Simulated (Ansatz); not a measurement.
BaF$_{2}$:
```cif
data_Ba4F8
_chemical_formula_sum 'Ba4 F8'
_space_group_name_H-M_alt 'Fm-3m'
_space_group_IT_number 225
_space_group_name_Hall '-F 4 2 3'
_cell_length_a 6.13779
_cell_length_b 6.13779
_cell_length_c 6.13779
_cell_angle_alpha 90.000
_cell_angle_beta 90.000
_cell_angle_gamma 90.000
loop_
_atom_site_label
_atom_site_type_symbol
_atom_site_symmetry_multiplicity
_atom_site_Wyckoff_symbol
_atom_site_fract_x
_atom_site_fract_y
_atom_site_fract_z
_atom_site_occupancy
Ba1 Ba 4 a 0.00000 0.00000 0.00000 1
F1 F 8 c 0.25000 0.25000 0.25000 1
```
(The calculation used a cell of 3 atoms; values per cell refer to that cell.)

Relaxed with PBEsol. Independent-particle spectrum: no excitons, no local fields, no scissors shift; 0.1 eV broadening; ε₁ of the summed bands alone.

Question: Tabulate the dielectric function from plane-wave PAW PBEsol (Ansatz code).

Answer: 

```
E (eV)  ε₁ xx  ε₂ xx
------  -----  -----
0.0      2.33   0.00
0.3      2.34   0.00
0.6      2.34   0.00
0.9      2.34   0.00
1.2      2.35   0.00
1.5      2.36   0.00
1.8      2.37   0.00
2.1      2.38   0.00
2.4      2.40   0.00
2.7      2.41   0.00
3.0      2.43   0.00
3.3      2.45   0.00
3.6      2.48   0.00
3.9      2.51   0.00
4.2      2.54   0.00
4.5      2.58   0.00
4.8      2.62   0.00
5.1      2.68   0.00
5.4      2.74   0.00
5.7      2.81   0.00
6.0      2.89   0.00
6.3      3.00   0.00
6.6      3.14   0.00
6.9      3.40   0.03
7.2      3.56   0.27
7.5      3.72   0.41
7.8      3.84   0.69
8.1      3.83   1.00
8.4      3.77   1.08
8.7      3.98   0.80
9.0      3.95   2.11
9.3      4.76   1.27
9.6      4.97   3.62
9.9      3.52   5.21
10.2     1.59   3.85
10.5     1.53   4.29
10.8     0.77   3.57
11.1     0.41   2.29
11.4     0.48   1.81
11.7     2.12   1.10
12.0     1.57   4.03
```

Question: From ε at 7.9 eV (xx: 3.88 + 0.79i), find n, k, the normal reflectivity and the absorption coefficient.

Answer: n = 1.98, k = 0.200, R = 11 %, α = 2kE/ħc = 160000 cm⁻¹.

With all bands, ε∞ without local fields is 2.58. DFPT, with local fields, gives 2.42.

The cell was relaxed with PBEsol under the symmetry of its start; of distortions, only those at the zone centre were tested. Spin–orbit coupling is left out wherever it is not named.

Potentials: the later of the program's two PAW sets.
